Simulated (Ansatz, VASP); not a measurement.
## Ru: VASP beside Ansatz

```
Ru
1.0
    -1.49108    1.49108    1.49108
     1.49108   -1.49108    1.49108
     1.49108    1.49108   -1.49108
Ru
1
Direct
  0.00000 0.00000 0.00000
```

Alike in both runs: task single point; functional revPBE; k mesh 16 × 16 × 16; occupations fermi-dirac, width 0.1 eV; no spin polarisation.

|  | VASP | Ansatz |
| --- | --- | --- |
| version | VASP 6.6.1 | Ansatz 0.2.0 |
| potentials or method | VASP PAW PBE potentials, release 64 (Ru_pv) | plane waves (420 eV) with PAW, scalar-relativistic |
| plane-wave cutoff (eV) | 520 | 420 |
| valence electrons in the cell | 14 | 16 |

```tsv
	VASP	Ansatz	Ansatz less VASP
pressure (GPa)	27.2	27.2	0.00
```

The two sets of potentials don't hold the same shells in valence.

Caveats: so large a pressure means that the cell lies far from this level's equilibrium, or that cutoff or potentials fall short (VASP); the potentials were made for another functional, which shifts forces and pressure (VASP).
